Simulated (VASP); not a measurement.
Input of a VASP 6.6.1 run:

File INCAR:

```
  ALGO = Normal
  EDIFF = 1E-7
  EDIFFG = -0.01
  ENCUT = 600
  IBRION = 2
  ISIF = 4
  ISMEAR = 1
  LASPH = True
  LCHARG = False
  LMIXTAU = True
  LREAL = False
  LWAVE = False
  METAGGA = R2SCAN
  NELM = 80
  NSW = 40
  PREC = Accurate
  SIGMA = 0.1
```

Contents of KPOINTS:

```
k-points
0
Gamma
  15 15 9
```

POSCAR

```
Os                                      
1.0
    2.7918145925      0.0000000000      0.0000000000
   -1.3959072962      2.4177823597      0.0000000000
    0.0000000000      0.0000000000      4.4114278626
  Os            
     2
Direct
     0.3333333332999970    0.6666666667000030    0.2500000000000000
     0.6666666667000030    0.3333333332999970    0.7500000000000000
```

Potentials or basis: VASP PAW PBE potentials, release 64 (Os).

Launch:

```bash
$ cat potpaw_PBE.64/Os/POTCAR > POTCAR
$ mpirun -np 1 vasp_std > vasp.out
```

(1) Predict the band gap on the k mesh.

(2) Estimate the energy gained by relaxing.

Results:

(1) none (metal or under the smearing width).

(2) 0.1 meV/atom.
